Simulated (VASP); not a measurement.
# BN (Qingsongite) (F-43m) in VASP: notebook, part 2 of 2

VASP 6.6.1. The steps go on from the part before.

### 5 Relaxation of cell and atoms, r2SCAN, target pressure 51.9 GPa, at which the enthalpy is minimised

This run uses another cell than the first one, of 5.27 Å³/atom, 0.897 times its volume.

POSCAR reads:

```
BN
1.0
    0.0000000000      1.7406211898      1.7406211898
    1.7406211898      0.0000000000      1.7406211898
    1.7406211898      1.7406211898      0.0000000000
B N
1 1
Direct
    0.0000000000      0.0000000000      0.0000000000
    0.2500000000      0.2500000000      0.2500000000
```

INCAR.step1 reads:

```
ALGO = Normal ; EDIFF = 1E-4
ENCUT = 600 ; GGA = PE
ISMEAR = 0 ; LASPH = True
LCHARG = False ; LREAL = False
LWAVE = True ; NELM = 60
PREC = Accurate ; SIGMA = 0.01
```

INCAR.step2 reads:

```
ALGO = Normal ; EDIFF = 1E-6
EDIFFG = -0.002 ; ENCUT = 600
IBRION = 2 ; ISIF = 3
ISMEAR = 0 ; ISTART = 1
LASPH = True ; LCHARG = False
LMIXTAU = True ; LREAL = False
LWAVE = False ; METAGGA = R2SCAN
NELM = 60 ; NSW = 80
PREC = Accurate ; PSTRESS = 519.0
SIGMA = 0.01
```

KPOINTS reads:

```
k-points
0
Gamma
  12 12 12
```

Potentials or basis: VASP PAW PBE potentials, release 64 (B, N).

Command:

```
> cat potpaw_PBE.64/B/POTCAR potpaw_PBE.64/N/POTCAR > POTCAR
> cp INCAR.step1 INCAR
> mpirun -np 1 vasp_std > vasp.out
> cp INCAR.step2 INCAR
> mpirun -np 1 vasp_std > vasp.out
```

OUTCAR:

```text
EDIFF = 1E-6
   EDIFFG = -0.002
   ENCUT = 600
   IBRION = 2
   ISIF = 3
   ISMEAR = 0
   ISTART = 1
   LASPH = True
   LREAL = False
   METAGGA = R2SCAN
   NELM = 60
   NSW = 80
   PREC = Accurate
   PSTRESS = 519.0

 ion  position               nearest neighbor table
   1  0.000  0.000  0.000-   2 1.51   2 1.51   2 1.51   2 1.51
   2  0.250  0.250  0.250-   1 1.51   1 1.51   1 1.51   1 1.51

  LATTYP: Found a face centered cubic cell.
 ALAT       =     3.4812423796

  Lattice vectors:

 A1 = (   0.0000000000,   1.7406211898,   1.7406211898)
 A2 = (   1.7406211898,   0.0000000000,   1.7406211898)
 A3 = (   1.7406211898,   1.7406211898,   0.0000000000)

Analysis of symmetry for initial positions (statically):
=====================================================================
 Subroutine PRICEL returns:
 Original cell was already a primitive cell.

 Routine SETGRP: Setting up the symmetry group for a
 face centered cubic supercell.

 Subroutine GETGRP returns: Found 24 space group operations
 (whereof 24 operations were pure point group operations)
 out of a pool of 48 trial point group operations.

The static configuration has the point symmetry T_d .

Analysis of symmetry for dynamics (positions and initial velocities):
=====================================================================
 Subroutine PRICEL returns:
 Original cell was already a primitive cell.

 Routine SETGRP: Setting up the symmetry group for a
 face centered cubic supercell.

 Subroutine GETGRP returns: Found 24 space group operations
 (whereof 24 operations were pure point group operations)
 out of a pool of 48 trial point group operations.

The dynamic configuration has the point symmetry T_d .

 Subroutine INISYM returns: Found 24 space group operations
 (whereof 24 operations are pure point group operations),
 and found     1 'primitive' translations

----------------------------------------------------------------------------------------

                                     Primitive cell

  volume of cell :      10.5473

  direct lattice vectors                    reciprocal lattice vectors
     0.000000000  1.740621190  1.740621190    -0.287253771  0.287253771  0.287253771
     1.740621190  0.000000000  1.740621190     0.287253771 -0.287253771  0.287253771
     1.740621190  1.740621190  0.000000000     0.287253771  0.287253771 -0.287253771

  length of vectors
     2.461610094  2.461610094  2.461610094     0.497538125  0.497538125  0.497538125

  position of ions in fractional coordinates (direct lattice)
     0.000000000  0.000000000  0.000000000
     0.250000000  0.250000000  0.250000000

  ion indices of the primitive-cell ions
   primitive index   ion index
                 1           1
                 2           2

----------------------------------------------------------------------------------------

 KPOINTS: k-points

Automatic generation of k-mesh.
 Grid dimensions read from file:
 generate k-points for:   12   12   12

 Generating k-lattice:

  Cartesian coordinates                     Fractional coordinates (reciprocal lattice)
[... 39 lines left out ...]
  0.500000  0.166667  0.000000     24.000000
 -0.416667  0.166667  0.000000     24.000000
 [... further k-points ...]
   k-points           NKPTS =     72   k-points in BZ     NKDIM =     72   number of bands    NBANDS=      8
   number of dos      NEDOS =    301   number of ions     NIONS =      2
   total plane-waves  NPLWV =   8000
   dimension x,y,z NGX =    20 NGY =   20 NGZ =   20
   dimension x,y,z NGXF=    40 NGYF=   40 NGZF=   40
   ions per type =               1   1
   NGX,Y,Z   is equivalent  to a cutoff of  13.51, 13.51, 13.51 a.u.
   NGXF,Y,Z  is equivalent  to a cutoff of  27.01, 27.01, 27.01 a.u.
 SYSTEM =  unknown system
   PREC   = accura    normal or accurate (medium, high low for compatibility)
   ISTART =      1    job   : 0-new  1-cont  2-samecut
   ICHARG =      0    charge: 1-file 2-atom 10-const
   ISPIN  =      1    spin polarized calculation?
   LNONCOLLINEAR =      F non collinear calculations
   LSORBIT =      F    spin-orbit coupling
   LASPH  =      T    aspherical Exc in radial PAW
   ENCUT  =  600.0 eV  44.10 Ry    6.64 a.u.   4.92  4.92  4.92*2*pi/ulx,y,z
   NELM   =     60;   NELMIN=  2; NELMDL=  0     # of ELM steps
   EDIFF  = 0.1E-05   stopping-criterion for ELM
   LREAL  =      F    real-space projection
   EDIFFG = -.2E-02   stopping-criterion for IOM
   NSW    =     80    number of steps for IOM
   IBRION =      2    ionic relax: 0-MD 1-quasi-New 2-CG
   NFREE  =      1    steps in history (QN), initial steepest desc. (CG)
   ISIF   =      3    stress and relaxation
   ISYM   =      2    0-nonsym 1-usesym 2-fastsym
   POTIM  = 0.5000    time-step for ionic-motion
   TEBEG  =    0.0;   TEEND  =   0.0 temperature during run
   PSTRESS=  519.0 pullay stress
   NELECT =       8.0000    total number of electrons
   NUPDOWN=      -1.0000    fix difference up-down
   EMIN   =  10.00;   EMAX   =-10.00  energy-range for DOS
   EFERMI =   0.00;   METHOD = LEGACY
   ISMEAR =     0;   SIGMA  =   0.01  broadening in eV -4-tet -1-fermi 0-gaus
   EFERMI_NEDOS =   21; number of points for ismear=-14 and -15
   IALGO  =     38    algorithm
   IMIX   =      4    mixing-type and parameters
     AMIX     =   0.40;   BMIX     =  1.00
     AMIX_MAG =   1.60;   BMIX_MAG =  1.00
  volume/ion in A,a.u.               =       5.27        35.59
  Fermi-wavevector in a.u.,A,eV,Ry     =   1.492991  2.821344 30.327693  2.229023
  Thomas-Fermi vector in A             =   2.605449
   LORBIT       =      0    0 simple, 1 ext, 2 COOP (PROOUT), +10 PAW based schemes
   METAGGA = R2SCAN    functional components
   LHFCALC =     F    Hartree Fock is set to
   AEXX    =    0.0000 exact exchange contribution
   IVDW    =     0    specifies the selected vdW correction
   LEPSILON=     F    determine dielectric tensor
   LRPA    =     F    only Hartree local field effects (RPA)
 conjugate gradient relaxation of ions
 non-spin polarized calculation
 Gauss-broadening in eV      SIGMA  =   0.01
  energy-cutoff  :      600.00
  volume of cell :       10.55
 maximum number of plane-waves:       366
   NGX =  9   NGY =  9   NGZ =  9

--------------------------------------- Ionic step        1  -------------------------------------------

 number of electron       8.0000002 magnetization

 Free energy of the ion-electron system (eV)
  ---------------------------------------------------
  ext. energy  EPLUGINS =         0.00000000
  ---------------------------------------------------
  free energy    TOTEN  =       -18.98095733 eV

  energy without entropy =      -18.98095733  energy(sigma->0) =      -18.98095733

------------------------ aborting loop because EDIFF is reached ----------------------------------------

  FORCE on cell =-STRESS in cart. coord.  units (eV):
  Direction    XX          YY          ZZ          XY          YZ          ZX
  --------------------------------------------------------------------------------------
  -------------------------------------------------------------------------------------
  Total        3.5206722      3.5206722      3.5206722     -0.0000000      0.0000000      0.0000000
  in kB      534.8024382    534.8024382    534.8024382     -0.0000000      0.0000000      0.0000000
  external PRESSURE =      15.8024382 kB  Pullay stress =     519.0000000 kB
[... 63 lines left out ...]
--------------------------------------- Ionic step        3  -------------------------------------------

 number of electron       8.0000001 magnetization

 Free energy of the ion-electron system (eV)
  ---------------------------------------------------
  ext. energy  EPLUGINS =         0.00000000
  ---------------------------------------------------
  free energy    TOTEN  =       -18.99034875 eV

  energy without entropy =      -18.99034875  energy(sigma->0) =      -18.99034875

 E-fermi :   8.7165     XC(G=0): -14.2429

 val. band max:        8.6627873758   @ k =   0.0000   0.0000   0.0000
 cond. band min:      13.7665462498   @ k =   0.5000   0.5000   0.0000
 fundamental gap:      5.1037588739
 Fermi energy:         8.7164661279

 k-point     1 :       0.0000    0.0000    0.0000
  band No.  band energies     occupation
      1     -13.9680      2.00000
      2       8.6628      2.00000
      3       8.6628      2.00000
      4       8.6628      2.00000
      5      18.7314      0.00000
      6      18.7314      0.00000
      7      18.7314      0.00000
      8      21.6879      0.00000
[... 243 lines left out ...]
 k-point    24 :      -0.4167    0.1667    0.0000
  band No.  band energies     occupation
      1      -8.7023      2.00000
      2      -2.7222      2.00000
      3       3.9639      2.00000
      4       5.6875      2.00000
      5      19.2311      0.00000
      6      22.6298      0.00000
      7      23.1718      0.00000
      8      27.0261      0.00000

 [... further k-points ...]
[... 5 lines left out ...]
  --------------------------------------------------------------------------------------
  -------------------------------------------------------------------------------------
  Total        3.4274941      3.4274941      3.4274941      0.0000000     -0.0000000      0.0000000
  in kB      519.2421412    519.2421412    519.2421412      0.0000000     -0.0000000      0.0000000
  external PRESSURE =       0.2421412 kB  Pullay stress =     519.0000000 kB
[... 21 lines left out ...]
  energy  without entropy=      -18.9903487451  energy(sigma->0) =      -18.99034875

  enthalpy is  TOTEN    =       -15.5644529986 eV   P V=        3.4258957464

 reached required accuracy - stopping structural energy minimisation
```

OUTCAR.step1:

```text
EDIFF = 1E-4
   ENCUT = 600
   GGA = PE
   ISMEAR = 0
   LASPH = True
[... 484 lines left out ...]
 -----------------------------------------------------------------------------------
      0.00000      0.00000      0.00000        -0.000000     -0.000000      0.000000
      0.87031      0.87031      0.87031         0.000000      0.000000     -0.000000
 -----------------------------------------------------------------------------------
    total drift:                                0.000000      0.000000     -0.000000

  FREE ENERGIE OF THE ION-ELECTRON SYSTEM (eV)
  ---------------------------------------------------
  free  energy   TOTEN  =       -17.2321014433 eV

  energy  without entropy=      -17.2321014433  energy(sigma->0) =      -17.23210144
```

Wall time 31 s (1 thread of Intel Xeon 6975P-C (Granite Rapids), shared host); peak memory 0.12 GiB.

Results:

```yaml
Free_energy: -18.9903 eV
Relaxed_volume: 5.29 Å³/atom
Relaxed_cell: a = 2.464 Å, b = 2.464 Å, c = 2.464 Å, α = 60.00°, β = 60.00°, γ = 60.00°
Space_group_after_relaxing_to_0.05_Å: F-43m (No. 216)
Energy_change_on_relaxing_the_enthalpy_is_what_falls: -4.7 meV/atom
Ionic_steps: 3
Pressure_after_relaxing: 51.9 GPa
Band_gap_on_the_k_mesh: 5.10 eV, indirect (least direct gap 10.07 eV)
```

The path:
```
step  energy change (eV)  largest force (eV/Å)  pressure (GPa)  volume (Å³)
   1              0.0000                0.0000           53.48        10.55
   2             -0.0255                0.0000           49.20        10.63
   3             -0.0094                0.0000           51.92        10.58
```

Final structure:
```
B N
1.0
     0.00000    1.74219    1.74219
     1.74219    0.00000    1.74219
     1.74219    1.74219    0.00000
B N
1 1
Direct
  0.00000 0.00000 0.00000
  0.25000 0.25000 0.25000
```

Caveat: the cell is relaxed towards a set pressure, so the enthalpy falls and the energy may rise; the PAW data sets were made with another functional, which shifts forces and pressure a little.

### 6 Single point, r2SCAN (volume scaled by 0.94)

POSCAR reads:

```
BN
1.0
    0.0000000000      1.7680208598      1.7680208598
    1.7680208598      0.0000000000      1.7680208598
    1.7680208598      1.7680208598      0.0000000000
B N
1 1
Direct
    0.0000000000      0.0000000000      0.0000000000
    0.2500000000      0.2500000000      0.2500000000
```

INCAR.step1 reads:

```
PREC = Accurate ; ENCUT = 520
ISMEAR = 0 ; SIGMA = 0.02
LREAL = False ; LASPH = True
NELM = 100 ; NBANDS = 11
GGA = PE ; ALGO = Normal
EDIFF = 1E-4 ; LWAVE = True
LCHARG = False
```

INCAR.step2 reads:

```
PREC = Accurate ; ENCUT = 520
EDIFF = 1E-6 ; ISMEAR = 0
SIGMA = 0.02 ; LREAL = False
LASPH = True ; NELM = 100
ALGO = Normal ; ISIF = 2
LWAVE = False ; LCHARG = False
METAGGA = R2SCAN ; LMIXTAU = True
NBANDS = 11 ; ISTART = 1
```

KPOINTS reads:

```
regular mesh
0
Gamma
  12 12 12
```

Potentials or basis: VASP PAW PBE potentials, release 64 (B, N).

Command:

```
> cat potpaw_PBE.64/B/POTCAR potpaw_PBE.64/N/POTCAR > POTCAR
> cp INCAR.step1 INCAR
> mpirun -np 1 vasp_std > vasp.out
> cp INCAR.step2 INCAR
> mpirun -np 1 vasp_std > vasp.out
```

OUTCAR:

```text
PREC = Accurate
   ENCUT = 520
   EDIFF = 1E-6
   ISMEAR = 0
   LREAL = False
   LASPH = True
   NELM = 100
   ISIF = 2
   METAGGA = R2SCAN
   ISTART = 1

 ion  position               nearest neighbor table
   1  0.000  0.000  0.000-   2 1.53   2 1.53   2 1.53   2 1.53
   2  0.250  0.250  0.250-   1 1.53   1 1.53   1 1.53   1 1.53

  LATTYP: Found a face centered cubic cell.
 ALAT       =     3.5360417196

  Lattice vectors:

 A1 = (   0.0000000000,   1.7680208598,   1.7680208598)
 A2 = (   1.7680208598,   0.0000000000,   1.7680208598)
 A3 = (   1.7680208598,   1.7680208598,   0.0000000000)

Analysis of symmetry for initial positions (statically):
=====================================================================
 Subroutine PRICEL returns:
 Original cell was already a primitive cell.

 Routine SETGRP: Setting up the symmetry group for a
 face centered cubic supercell.

 Subroutine GETGRP returns: Found 24 space group operations
 (whereof 24 operations were pure point group operations)
 out of a pool of 48 trial point group operations.

The static configuration has the point symmetry T_d .

[... 171 lines left out ...]
      3       8.0801      2.00000
      4       8.0801      2.00000
      5      17.9320      0.00000
      6      17.9320      0.00000
      7      17.9320      0.00000
      8      20.3045      0.00000
      9      35.5440      0.00000
     10      37.6557      0.00000
     11      37.6557      0.00000
[... 309 lines left out ...]
 k-point    24 :      -0.4167    0.1667    0.0000
  band No.  band energies     occupation
      1      -8.9767      2.00000
      2      -2.8870      2.00000
      3       3.5451      2.00000
      4       5.2328      2.00000
      5      18.4299      0.00000
      6      21.7022      0.00000
      7      21.9771      0.00000
      8      25.8167      0.00000
      9      31.3348      0.00000
     10      35.5231      0.00000
     11      37.7535      0.00000

 [... further k-points ...]

------------------------ aborting loop because EDIFF is reached ----------------------------------------

  FORCE on cell =-STRESS in cart. coord.  units (eV):
  Direction    XX          YY          ZZ          XY          YZ          ZX
  --------------------------------------------------------------------------------------
  -------------------------------------------------------------------------------------
  Total        1.9655942      1.9655942      1.9655942     -0.0000000      0.0000000      0.0000000
  in kB      284.9130232    284.9130232    284.9130232     -0.0000000      0.0000000      0.0000000
  external PRESSURE =     284.9130232 kB  Pullay stress =       0.0000000 kB

 VOLUME and BASIS-vectors are now :
 -----------------------------------------------------------------------------
  energy-cutoff  :      520.00
  volume of cell :       11.05
      direct lattice vectors                 reciprocal lattice vectors
     0.000000000  1.768020860  1.768020860    -0.282802093  0.282802093  0.282802093
     1.768020860  0.000000000  1.768020860     0.282802093 -0.282802093  0.282802093
     1.768020860  1.768020860  0.000000000     0.282802093  0.282802093 -0.282802093

 POSITION                                       TOTAL-FORCE (eV/Angst)
 -----------------------------------------------------------------------------------
      0.00000      0.00000      0.00000        -0.000000     -0.000000     -0.000000
      0.88401      0.88401      0.88401         0.000000      0.000000      0.000000
 -----------------------------------------------------------------------------------
    total drift:                                0.000000      0.000000      0.000000

  FREE ENERGIE OF THE ION-ELECTRON SYSTEM (eV)
  ---------------------------------------------------
  free  energy   TOTEN  =       -19.1074688447 eV

  energy  without entropy=      -19.1074688447  energy(sigma->0) =      -19.10746884
```

Wall time 93 s (1 thread of AMD EPYC 7R13, shared host); peak memory 0.1 GiB.

What came out:

* Free energy: -19.1075 eV
* Pressure: 28.5 GPa
* Band gap on the k mesh: 5.05 eV, indirect (least direct gap 9.85 eV)

Levels at points of the mesh, in eV from the valence-band top:
| k point | band 1 | band 2 | band 3 | band 4 | band 5 | band 6 | band 7 | band 8 |
| --- | --- | --- | --- | --- | --- | --- | --- | --- |
| (0.00, 0.00, 0.00) | -22.08 | 0.00 | 0.00 | 0.00 | 9.85 | 9.85 | 9.85 | 12.22 |
| (0.50, 0.00, 0.00) | -17.46 | -11.72 | -2.15 | -2.15 | 11.70 | 11.84 | 11.84 | 17.13 |
| (0.50, 0.50, 0.00) | -15.94 | -9.78 | -5.44 | -5.44 | 5.05 | 10.20 | 20.35 | 20.35 |

Caveat: the cell differs from its parent crystal (volume scaled by 0.94); the PAW data sets were made with another functional, which shifts forces and pressure a little. A k mesh can miss the band edges.

### 7 The runs side by side

```tsv
task	cell	cutoff (eV)	smearing	gap on the mesh (eV)	pressure (GPa)
single point	a = 2.552 Å, angles 60.0°, 2 atoms	520	gaussian 0.02 eV	4.98	1.1
relaxation of cell and atoms	relaxed from a = 2.556 Å, angles 60.0°, 2 atoms	600	gaussian 0.02 eV	4.98	0.0
single point	a = 2.462 Å, angles 60.0°, 2 atoms	520	gaussian 0.01 eV	5.11	53.4
relaxation of cell and atoms	relaxed to 51.9 GPa from a = 2.462 Å, angles 60.0°, 2 atoms	600	gaussian 0.01 eV	5.10	51.9
single point	a = 2.500 Å, angles 60.0°, 2 atoms	520	gaussian 0.02 eV	5.05	28.5
```

Alike in all rows: level r2SCAN; potentials or basis VASP PAW PBE potentials, release 64 (B, N); no spin polarisation; k mesh 12 × 12 × 12.

Caveats: the PAW data sets were made with another functional, which shifts forces and pressure a little; the cell is relaxed towards a set pressure, so the enthalpy falls and the energy may rise (some runs).

Total energies depend on the potentials used, so only differences within one code and one set of settings carry meaning.

### 8 Comparison with measurements

Step 2. Measured gap of BN: 6.4 eV (indirect; 300 K; a printed reference work, monograph). This calculation gives 4.98 eV (-1.42 eV). The value is that of r2SCAN on a finite k mesh, which can miss the band edges, without temperature or zero-point motion.
